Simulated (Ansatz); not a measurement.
**BiTe: further runs on the relaxed cell**

An exercise on one series of results from a longer session: the logs are not shown, and one member is left open.

Computed with Ansatz 0.2.0 (DFT PBEsol, scalar-relativistic, plane waves, PAW, unless a step's input says otherwise).

### The structure to begin with

It takes space group R-3m (No. 166, trigonal). Conventional cell: a = 4.798 Å, b = 4.798 Å, c = 9.585 Å, α = 90.00°, β = 90.00°, γ = 120.00°. Bi (site symmetry -3m) is surrounded by 6 Te at 3.20 Å. Te (site symmetry -3m) is surrounded by 6 Bi at 3.20 Å.

Structure file:

```cif
data_structure
_symmetry_space_group_name_H-M 'P 1'
_symmetry_Int_Tables_number 1
_cell_length_a 4.2289
_cell_length_b 4.2289
_cell_length_c 4.2289
_cell_angle_alpha 69.130
_cell_angle_beta 69.130
_cell_angle_gamma 69.130
_cell_volume 63.71
loop_
_atom_site_label
_atom_site_type_symbol
_atom_site_fract_x
_atom_site_fract_y
_atom_site_fract_z
_atom_site_occupancy
Bi1 Bi 0.50000 0.50000 0.50000 1
Te1 Te 0.00000 0.00000 0.00000 1
```

It goes back to an entry of the Materials Project, which need not be the stable form.

It is the result of an earlier relaxation at this level (volume 31.86 Å³/atom; gap on the mesh: none (metal)).

The first run:

File input.yaml:

```yaml
crystal:
  lattice:
    - [2.3992465521, 1.3852056427, 3.19511064]
    - [-2.3992465521, 1.3852056427, 3.19511064]
    - [0.0, -2.7704112854, 3.19511064]
  atoms:
    - { symbol: Bi, position: [0.5, 0.5, 0.5] }
    - { symbol: Te, position: [0.0, 0.0, 0.0] }
basis:
  ecutwfc: 420
kpoints:
  mp_grid: { grid: [12, 12, 12] }
  band_path:
    path:
      - [[0.0, 0.0, 0.0], [0.5, 0.5, 0.5], [0.70802919, 0.29197081, 0.5]]
      - [[0.5, -0.29197081, 0.29197081], [0.5, 0.0, 0.0], [0.0, 0.0, 0.0], [0.39598541, -0.39598541, 0.0]]
      - [[0.60401459, 0.0, 0.39598541], [0.5, 0.0, 0.5], [0.0, 0.0, 0.0]]
    npoints: 14
hamiltonian:
  xc: pbesol
scf:
  occupations: { method: gaussian, width: 0.1 }
  n_extra_bands: 6
output:
  forces: true
  stress: true
  eigenvalues: true
  populations: true
  dos: { projected: true, de: 0.02, nscf_kmesh: { grid: [18, 18, 18] } }
  bader: true
  write_density: true
  write_potential: true
  elf: true
  volumetric_format: npy
```

The run is started by

```sh
ansatz run input.yaml --threads 1 --pin off --max-ram 2560MiB --backend cpu --events-out ev --progress --plain --runs-dir out
```

Among the steps run: Electronic structure at the relaxed geometry; Volume × 0.97; Volume × 1.03; Volume × 0.94; Point at V/V0 = 1.06.

One of the session's tables, all rows but one given; the rest of the session is left out.

It belongs to the step «Equation of state». 

```
volume (Å³/atom)  energy above the lowest point (meV/atom)  pressure (GPa)
          29.945                                      17.4            3.06
          30.901                                         ?               ?
          31.856                                       0.0            0.00
          32.812                                       4.2           -1.34
          33.768                                      15.9           -2.49
```

Estimate the missing values for volume (Å³/atom) = 30.901.

Worked estimate for «energy above the lowest point (meV/atom)». A straight line through the neighbours (29.945, 17.4) and (31.856, 0.0) gives 17.4 + (0.0 − 17.4) × (30.901 − 29.945) / (31.856 − 29.945) = 8.7; a parabola fitted to 3 rows on both sides gives 4.4.

The run gave: energy above the lowest point (meV/atom): 4.1; pressure (GPa): 1.43. In «energy above the lowest point (meV/atom)» the line misses by +4.6 and the parabola by +0.3.
